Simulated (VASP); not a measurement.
# CoSi (P2_13) in VASP: notebook, part 2 of 2

VASP 6.6.1. Earlier steps stand in the parts before.

## (3) Relaxation of cell and atoms, BLYP+D3, collinear spin, ferromagnetic start

INCAR reads:

```
SYSTEM = CoSi
  AGGAC = 1.0
  AGGAX = 1.0
  ALDAC = 0.0
  ALDAX = 1.0
  ALGO = Normal
  EDIFF = 1E-6
  EDIFFG = -0.01
  ENCUT = 600
  GGA = B5
  IBRION = 2
  ISIF = 3
  ISMEAR = -1
  ISPIN = 2
  IVDW = 11
  LASPH = .True.
  LCHARG = .False.
  LMAXMIX = 4
  LORBIT = 11
  LREAL = .False.
  LWAVE = .False.
  MAGMOM = 2 2 2 2 0 0 0 0
  NELM = 100
  NSW = 40
  PREC = Accurate
  SIGMA = 0.05
  VDW_S6 = 1.0
  VDW_S8 = 1.682
  VDW_SR = 1.094
  VDW_SR8 = 1.0
```

KPOINTS reads:

```
k-points
0
Gamma
  5 5 5
  0 0 0
```

POSCAR reads:

```
CoSi
1.0
    4.4380000000      0.0000000000      0.0000000000
    0.0000000000      4.4380000000      0.0000000000
    0.0000000000      0.0000000000      4.4380000000
Co Si
4 4
Direct
    0.8600000000      0.6400000000      0.3600000000
    0.6400000000      0.3600000000      0.8600000000
    0.3600000000      0.8600000000      0.6400000000
    0.1400000000      0.1400000000      0.1400000000
    0.1570000000      0.3430000000      0.6570000000
    0.3430000000      0.6570000000      0.1570000000
    0.6570000000      0.1570000000      0.3430000000
    0.8430000000      0.8430000000      0.8430000000
```

Potentials or basis: VASP PAW PBE potentials, release 64 (Co, Si).

Started as:

```
> cat potpaw_PBE.64/Co/POTCAR potpaw_PBE.64/Si/POTCAR > POTCAR
> mpirun -np 1 vasp_std > vasp.out
```

OUTCAR:

```text
SYSTEM = CoSi
   EDIFF = 1E-6
   EDIFFG = -0.01
   ENCUT = 600
   GGA = B5
   IBRION = 2
   ISIF = 3
   ISMEAR = -1
   ISPIN = 2
   IVDW = 11
   LASPH = .True.
   LORBIT = 11
   LREAL = .False.
   NELM = 100
   NSW = 40
   PREC = Accurate
 IVDW          = 11

 ion  position               nearest neighbor table
   1  0.860  0.640  0.360-   5 2.28   6 2.33   7 2.33   8 2.33   7 2.47   8 2.47   6 2.47   2 2.72
                             2 2.72   4 2.72   4 2.72   3 2.72   3 2.72
   2  0.640  0.360  0.860-   6 2.28   5 2.33   7 2.33   8 2.33   5 2.47   7 2.47   8 2.47   1 2.72
                             1 2.72   3 2.72   3 2.72   4 2.72   4 2.72
   3  0.360  0.860  0.640-   7 2.28   6 2.33   5 2.33   8 2.33   6 2.47   5 2.47   8 2.47   4 2.72
                             2 2.72   2 2.72   4 2.72   1 2.72   1 2.72
   4  0.140  0.140  0.140-   8 2.28   6 2.33   7 2.33   5 2.33   6 2.47   5 2.47   7 2.47   1 2.72
                             3 2.72   3 2.72   1 2.72   2 2.72   2 2.72
   5  0.157  0.343  0.657-   1 2.28   2 2.33   3 2.33   4 2.33   3 2.47   4 2.47   2 2.47   8 2.75
                             6 2.75   6 2.75   8 2.75   7 2.75   7 2.75
   6  0.343  0.657  0.157-   2 2.28   1 2.33   3 2.33   4 2.33   1 2.47   3 2.47   4 2.47   8 2.75
                             5 2.75   5 2.75   7 2.75   7 2.75   8 2.75
   7  0.657  0.157  0.343-   3 2.28   2 2.33   1 2.33   4 2.33   2 2.47   1 2.47   4 2.47   8 2.75
                             8 2.75   5 2.75   6 2.75   6 2.75   5 2.75
   8  0.843  0.843  0.843-   4 2.28   2 2.33   3 2.33   1 2.33   2 2.47   1 2.47   3 2.47   5 2.75
                             6 2.75   7 2.75   7 2.75   5 2.75   6 2.75

  LATTYP: Found a simple cubic cell.
 ALAT       =     4.4380000000

  Lattice vectors:

 A1 = (   4.4380000000,   0.0000000000,   0.0000000000)
 A2 = (   0.0000000000,   4.4380000000,   0.0000000000)
 A3 = (   0.0000000000,   0.0000000000,   4.4380000000)

Analysis of symmetry for initial positions (statically):
=====================================================================
 Subroutine PRICEL returns:
 Original cell was already a primitive cell.

 Routine SETGRP: Setting up the symmetry group for a
 simple cubic supercell.

 Subroutine GETGRP returns: Found 12 space group operations
 (whereof  3 operations were pure point group operations)
 out of a pool of 48 trial point group operations.

The static configuration has the point symmetry C_3 .
 The point group associated with its full space group is T   .
[... 163 lines left out ...]
   NGX = 17   NGY = 17   NGZ = 17

--------------------------------------- Ionic step        1  -------------------------------------------

 number of electron      51.9999992 magnetization       0.0004894

 number of electron      51.9999992 magnetization      -0.0005900

 Free energy of the ion-electron system (eV)
  ---------------------------------------------------
  ext. energy  EPLUGINS =         0.00000000
  ---------------------------------------------------
  free energy    TOTEN  =       -45.44763338 eV

  energy without entropy =      -45.43061867  energy(sigma->0) =      -45.43912602

------------------------ aborting loop because EDIFF is reached ----------------------------------------

 Edisp (eV)   -5.47843

 E8    (eV) :    -3.7793
[... 231 lines left out ...]
 number of electron      52.0000000 magnetization      -0.0000000

 number of electron      52.0000000 magnetization       0.0000001

 Free energy of the ion-electron system (eV)
  ---------------------------------------------------
  ext. energy  EPLUGINS =         0.00000000
  ---------------------------------------------------
  free energy    TOTEN  =       -45.35476716 eV

  energy without entropy =      -45.33860638  energy(sigma->0) =      -45.34668677

 E-fermi :  12.8248     XC(G=0): -12.3023

 val. band max:       12.7845654604   @ k =   0.0000   0.0000   0.0000
 cond. band min:      12.8571894424   @ k =   0.4000   0.4000   0.4000
 fundamental gap:      0.0726239819
 Fermi energy:        12.8247790032

 spin component 1

 k-point     1 :       0.0000    0.0000    0.0000
  band No.  band energies     occupation
      1      -0.8995      1.00000
      2       4.5835      1.00000
      3       4.5835      1.00000
      4       4.5835      1.00000
      5       7.3587      1.00000
      6       7.3587      1.00000
[... 407 lines left out ...]
     34      18.5833      0.00000
     35      18.9571      0.00000
 Fermi energy:        12.8247790032

 spin component 2

 k-point     1 :       0.0000    0.0000    0.0000
  band No.  band energies     occupation
      1      -0.8995      1.00000
      2       4.5835      1.00000
      3       4.5835      1.00000
      4       4.5835      1.00000
      5       7.3587      1.00000
      6       7.3587      1.00000
[... 446 lines left out ...]
  FREE ENERGIE OF THE ION-ELECTRON SYSTEM (eV)
  ---------------------------------------------------
  free  energy   TOTEN  =       -50.9438421543 eV

  energy  without entropy=      -50.9276813688  energy(sigma->0) =      -50.93576176

 reached required accuracy - stopping structural energy minimisation

 total charge

# of ion       s       p       d       tot
------------------------------------------
    1        0.437   0.619   7.623   8.679
    2        0.437   0.619   7.623   8.679
    3        0.437   0.619   7.623   8.679
    4        0.437   0.619   7.623   8.679
    5        0.736   0.901   0.000   1.637
    6        0.736   0.901   0.000   1.637
    7        0.736   0.901   0.000   1.637
    8        0.736   0.901   0.000   1.637
--------------------------------------------------
tot          4.694   6.078  30.491  41.263

 magnetization (x)

# of ion       s       p       d       tot
------------------------------------------
    1       -0.000  -0.000  -0.000  -0.000
    2       -0.000  -0.000  -0.000  -0.000
    3       -0.000  -0.000  -0.000  -0.000
    4       -0.000  -0.000  -0.000  -0.000
    5        0.000   0.000   0.000   0.000
    6        0.000   0.000   0.000   0.000
    7        0.000   0.000   0.000   0.000
    8        0.000   0.000   0.000   0.000
--------------------------------------------------
tot          0.000   0.000  -0.000  -0.000
```

OSZICAR:

```text
N       E                     dE             d eps       ncg     rms          rms(c)
DAV:   1     0.387279229799E+03    0.38728E+03   -0.24140E+04  1540   0.188E+03
DAV:   2    -0.167029373765E+02   -0.40398E+03   -0.38734E+03  1540   0.391E+02
[... 54 lines left out ...]
DAV:   2    -0.453553374352E+02   -0.30018E-02   -0.39023E-02  2200   0.161E+00    0.219E-01
DAV:   3    -0.453550920112E+02    0.24542E-03   -0.52484E-03  1776   0.969E-01    0.154E-01
DAV:   4    -0.453548211488E+02    0.27086E-03   -0.92974E-04  1840   0.425E-01    0.605E-02
DAV:   5    -0.453547693779E+02    0.51771E-04   -0.16008E-04  2262   0.886E-02    0.165E-02
DAV:   6    -0.453547673448E+02    0.20331E-05   -0.84625E-06  1908   0.286E-02    0.817E-03
DAV:   7    -0.453547671615E+02    0.18332E-06   -0.12335E-06   872   0.103E-02
   6 F= -.50943842E+02 E0= -.50935762E+02  d E =-.425150E-02  mag=    -0.0000
```

Run time: 4 min. Hardware: 1 thread of Intel Xeon 6975P-C (Granite Rapids), shared host; peak memory 0.28 GiB.

What came out:

```
Free energy                                           : -50.9438 eV
Relaxed volume                                        : 10.74 Å³/atom
Relaxed cell                                          : a = 4.413 Å, b = 4.413 Å, c = 4.413 Å, α = 90.00°, β = 90.00°, γ = 90.00°
Space group after relaxing (to 0.05 Å)                : P2_13 (No. 198)
Energy gained by relaxing                             : 2.2 meV/atom
Ionic steps                                           : 6
Pressure after relaxing                               : 0.1 GPa
Largest force after relaxing                          : 0.006 eV/Å
Band gap on the k mesh                                : none (metal or under the smearing width)
Net moment                                            : 0.00 μB per cell
Valence electrons inside the program's atomic spheres : Co 8.68; Si 1.64
Dispersion energy per atom                            : -0.699 eV
```

Forces on the atoms (eV/Å):
```
Co   0.000  0.000  0.000
Co   0.000  0.000  0.000
Co   0.000  0.000  0.000
Co   0.000  0.000  0.000
Si  -0.004  0.004 -0.004
Si   0.004 -0.004 -0.004
Si  -0.004 -0.004  0.004
Si   0.004  0.004  0.004
```

Step by step:
| step | energy change (eV) | largest force (eV/Å) | pressure (GPa) | volume (Å³) |
| --- | --- | --- | --- | --- |
| 1 | 0.0000 | 0.0711 | -3.19 | 87.41 |
| 2 | 0.0031 | 0.1577 | 3.82 | 84.69 |
| 3 | -0.0135 | 0.1115 | 0.03 | 86.12 |
| 4 | -0.0135 | 0.1124 | 0.07 | 86.09 |
| 5 | -0.0155 | 0.0828 | 0.15 | 86.05 |
| 6 | -0.0178 | 0.0061 | 0.14 | 85.94 |

Final structure:
```yaml
crystal:
  lattice:
    - [4.41291, 0.00000, 0.00000]
    - [0.00000, 4.41291, 0.00000]
    - [0.00000, 0.00000, 4.41291]
  atoms:
    - { symbol: Co, position: [0.85739, 0.64261, 0.35739] }
    - { symbol: Co, position: [0.64261, 0.35739, 0.85739] }
    - { symbol: Co, position: [0.35739, 0.85739, 0.64261] }
    - { symbol: Co, position: [0.14261, 0.14261, 0.14261] }
    - { symbol: Si, position: [0.15655, 0.34345, 0.65655] }
    - { symbol: Si, position: [0.34345, 0.65655, 0.15655] }
    - { symbol: Si, position: [0.65655, 0.15655, 0.34345] }
    - { symbol: Si, position: [0.84345, 0.84345, 0.84345] }
```

Caveat: the starting moments collapsed, and a magnetic state may lie lower; the PAW data sets were made with another functional, which shifts forces and pressure a little; pairwise dispersion overbinds metals, which lowers pressure and volume.

## (4) Relaxation of cell and atoms, BLYP+D3(BJ), collinear spin, ferromagnetic start

Edit INCAR of step 3 so:

```diff
@@ -14,3 +14,3 @@
   ISPIN = 2
-  IVDW = 11
+  IVDW = 12
   LASPH = .True.
@@ -26,5 +26,5 @@
   SIGMA = 0.05
+  VDW_A1 = 0.4298
+  VDW_A2 = 4.2359
   VDW_S6 = 1.0
-  VDW_S8 = 1.682
-  VDW_SR = 1.094
-  VDW_SR8 = 1.0
+  VDW_S8 = 2.6996
```

KPOINTS is that of step 3.

POSCAR is that of step 3.

Potentials or basis: VASP PAW PBE potentials, release 64 (Co, Si).

Started as:

```
> cat potpaw_PBE.64/Co/POTCAR potpaw_PBE.64/Si/POTCAR > POTCAR
> mpirun -np 1 vasp_std > vasp.out
```

OUTCAR:

```text
SYSTEM = CoSi
   EDIFF = 1E-6
   EDIFFG = -0.01
   ENCUT = 600
   GGA = B5
   IBRION = 2
   ISIF = 3
   ISMEAR = -1
   ISPIN = 2
   IVDW = 12
   LASPH = .True.
   LORBIT = 11
   LREAL = .False.
   NELM = 100
   NSW = 40
   PREC = Accurate
 IVDW          = 12

 ion  position               nearest neighbor table
   1  0.860  0.640  0.360-   5 2.28   6 2.33   7 2.33   8 2.33   7 2.47   8 2.47   6 2.47   2 2.72
                             2 2.72   4 2.72   4 2.72   3 2.72   3 2.72
   2  0.640  0.360  0.860-   6 2.28   5 2.33   7 2.33   8 2.33   5 2.47   7 2.47   8 2.47   1 2.72
                             1 2.72   3 2.72   3 2.72   4 2.72   4 2.72
   3  0.360  0.860  0.640-   7 2.28   6 2.33   5 2.33   8 2.33   6 2.47   5 2.47   8 2.47   4 2.72
                             2 2.72   2 2.72   4 2.72   1 2.72   1 2.72
   4  0.140  0.140  0.140-   8 2.28   6 2.33   7 2.33   5 2.33   6 2.47   5 2.47   7 2.47   1 2.72
                             3 2.72   3 2.72   1 2.72   2 2.72   2 2.72
   5  0.157  0.343  0.657-   1 2.28   2 2.33   3 2.33   4 2.33   3 2.47   4 2.47   2 2.47   8 2.75
                             6 2.75   6 2.75   8 2.75   7 2.75   7 2.75
   6  0.343  0.657  0.157-   2 2.28   1 2.33   3 2.33   4 2.33   1 2.47   3 2.47   4 2.47   8 2.75
                             5 2.75   5 2.75   7 2.75   7 2.75   8 2.75
   7  0.657  0.157  0.343-   3 2.28   2 2.33   1 2.33   4 2.33   2 2.47   1 2.47   4 2.47   8 2.75
                             8 2.75   5 2.75   6 2.75   6 2.75   5 2.75
   8  0.843  0.843  0.843-   4 2.28   2 2.33   3 2.33   1 2.33   2 2.47   1 2.47   3 2.47   5 2.75
                             6 2.75   7 2.75   7 2.75   5 2.75   6 2.75

  LATTYP: Found a simple cubic cell.
 ALAT       =     4.4380000000

  Lattice vectors:
[... 446 lines left out ...]
  free energy    TOTEN  =       -45.18437275 eV

  energy without entropy =      -45.16912139  energy(sigma->0) =      -45.17674707

 E-fermi :  13.1495     XC(G=0): -12.4118

 val. band max:       13.1190635518   @ k =   0.0000   0.0000   0.0000
 cond. band min:      13.1849389691   @ k =   0.4000   0.4000   0.4000
 fundamental gap:      0.0658754172
 Fermi energy:        13.1495372262

 spin component 1

 k-point     1 :       0.0000    0.0000    0.0000
  band No.  band energies     occupation
      1      -0.7402      1.00000
      2       4.8159      1.00000
      3       4.8159      1.00000
      4       4.8159      1.00000
      5       7.5830      1.00000
      6       7.5830      1.00000
[... 407 lines left out ...]
     34      19.0285      0.00000
     35      19.4420      0.00000
 Fermi energy:        13.1495372262

 spin component 2

 k-point     1 :       0.0000    0.0000    0.0000
  band No.  band energies     occupation
      1      -0.7402      1.00000
      2       4.8159      1.00000
      3       4.8159      1.00000
      4       4.8159      1.00000
      5       7.5830      1.00000
      6       7.5830      1.00000
[... 446 lines left out ...]
  FREE ENERGIE OF THE ION-ELECTRON SYSTEM (eV)
  ---------------------------------------------------
  free  energy   TOTEN  =       -54.3627019383 eV

  energy  without entropy=      -54.3474505724  energy(sigma->0) =      -54.35507626

 reached required accuracy - stopping structural energy minimisation

 total charge

# of ion       s       p       d       tot
------------------------------------------
    1        0.448   0.640   7.642   8.730
    2        0.448   0.640   7.642   8.730
    3        0.448   0.640   7.642   8.730
    4        0.448   0.640   7.642   8.730
    5        0.734   0.915   0.000   1.649
    6        0.734   0.915   0.000   1.649
    7        0.734   0.915   0.000   1.649
    8        0.734   0.915   0.000   1.649
--------------------------------------------------
tot          4.728   6.219  30.568  41.515

 magnetization (x)

# of ion       s       p       d       tot
------------------------------------------
    1        0.000   0.000   0.000   0.000
    2        0.000   0.000   0.000   0.000
    3        0.000   0.000   0.000   0.000
    4        0.000   0.000   0.000   0.000
    5       -0.000  -0.000   0.000  -0.000
    6       -0.000  -0.000   0.000  -0.000
    7       -0.000  -0.000   0.000  -0.000
    8       -0.000  -0.000   0.000  -0.000
--------------------------------------------------
tot         -0.000  -0.000   0.000   0.000
```

Run time: 6.5 min. Hardware: 1 thread of Intel Xeon 6975P-C (Granite Rapids), shared host; peak memory 0.28 GiB.

What came out:

| Property | Result |
| --- | --- |
| Free energy | -54.3627 eV |
| Relaxed volume | 10.51 Å³/atom |
| Relaxed cell | a = 4.382 Å, b = 4.382 Å, c = 4.382 Å, α = 90.00°, β = 90.00°, γ = 90.00° |
| Space group after relaxing (to 0.05 Å) | P2_13 (No. 198) |
| Energy gained by relaxing | 11.9 meV/atom |
| Ionic steps | 10 |
| Pressure after relaxing | 0.1 GPa |
| Band gap on the k mesh | none (metal or under the smearing width) |
| Net moment | 0.00 μB per cell |
| Valence electrons inside the program's atomic spheres | Co 8.73; Si 1.65 |
| Dispersion energy per atom | -1.147 eV |

Forces in eV/Å, atoms in the order of the input:
```
Co   0.001 -0.001  0.001
Co  -0.001  0.001  0.001
Co   0.001  0.001 -0.001
Co  -0.001 -0.001 -0.001
Si  -0.001  0.001 -0.001
Si   0.001 -0.001 -0.001
Si  -0.001 -0.001  0.001
Si   0.001  0.001  0.001
```

Step by step:
```tsv
step	energy change (eV)	largest force (eV/Å)	pressure (GPa)	volume (Å³)
1	0.0000	0.1700	-7.33	87.41
2	0.0158	0.3845	9.83	81.24
3	-0.0740	0.2727	0.15	84.39
4	-0.0740	0.2747	0.31	84.33
5	-0.0852	0.1883	0.33	84.23
6	-0.0944	0.0758	0.21	84.02
7	-0.0952	0.0081	-0.30	84.22
8	-0.0952	0.0153	-0.24	84.20
9	-0.0952	0.0114	0.32	84.02
10	-0.0953	0.0025	0.06	84.11
```

Final structure:
```cif
data_structure
_symmetry_space_group_name_H-M 'P 1'
_symmetry_Int_Tables_number 1
_cell_length_a 4.3815
_cell_length_b 4.3815
_cell_length_c 4.3815
_cell_angle_alpha 90.000
_cell_angle_beta 90.000
_cell_angle_gamma 90.000
_cell_volume 84.11
loop_
_atom_site_label
_atom_site_type_symbol
_atom_site_fract_x
_atom_site_fract_y
_atom_site_fract_z
_atom_site_occupancy
Co1 Co 0.85436 0.64564 0.35436 1
Co2 Co 0.64564 0.35436 0.85436 1
Co3 Co 0.35436 0.85436 0.64564 1
Co4 Co 0.14564 0.14564 0.14564 1
Si1 Si 0.15702 0.34298 0.65702 1
Si2 Si 0.34298 0.65702 0.15702 1
Si3 Si 0.65702 0.15702 0.34298 1
Si4 Si 0.84298 0.84298 0.84298 1
```

Levels at points of the mesh, in eV from the Fermi level:
Spin up:
| k point | band 22 | band 23 | band 24 | band 25 | band 26 | band 27 | band 28 | band 29 | band 30 | band 31 |
| --- | --- | --- | --- | --- | --- | --- | --- | --- | --- | --- |
| (0.00, 0.00, 0.00) | -0.99 | -0.87 | -0.87 | -0.03 | -0.03 | -0.03 | 2.60 | 2.60 | 2.60 | 3.01 |
Spin down:
| k point | band 22 | band 23 | band 24 | band 25 | band 26 | band 27 | band 28 | band 29 | band 30 | band 31 |
| --- | --- | --- | --- | --- | --- | --- | --- | --- | --- | --- |
| (0.00, 0.00, 0.00) | -0.99 | -0.87 | -0.87 | -0.03 | -0.03 | -0.03 | 2.60 | 2.60 | 2.60 | 3.01 |

Caveat: the starting moments collapsed, and a magnetic state may lie lower; the PAW data sets were made with another functional, which shifts forces and pressure a little; pairwise dispersion overbinds metals, which lowers pressure and volume.
